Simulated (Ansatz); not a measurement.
The system is SnTe.

```
CELL_PARAMETERS angstrom
0.00000 3.15085 3.15085
3.15085 0.00000 3.15085
3.15085 3.15085 0.00000
ATOMIC_POSITIONS crystal
Te 0.50000 0.50000 0.50000
Sn 0.00000 0.00000 0.00000
```

Program: Ansatz 0.2.0. Alike in all runs: no spin polarisation; cell as given; k mesh 7 × 7 × 7. Hardware: 2 threads of Intel(R) Xeon(R) Platinum 8488C (Sapphire Rapids) (shared host).

Problem. Order these runs on this cell by their wall time, lowest first.
A. task band structure; level PBEsol; potentials or basis PseudoDojo standard (PBEsol files); cutoff (eV) 1120; smearing fermi-dirac 0.05 eV; points for each segment of the path 14
B. task Born charges; level LDA; potentials or basis Ansatz PAW; cutoff (eV) 420; smearing fixed
C. task band structure; level rPW86-PBE; potentials or basis Ansatz PAW; cutoff (eV) 420; smearing fermi-dirac 0.05 eV; points for each segment of the path 14

Solution. C (3.2 s), A (10 s), B (77 s).

Runs at the PBE level aren't shown here.
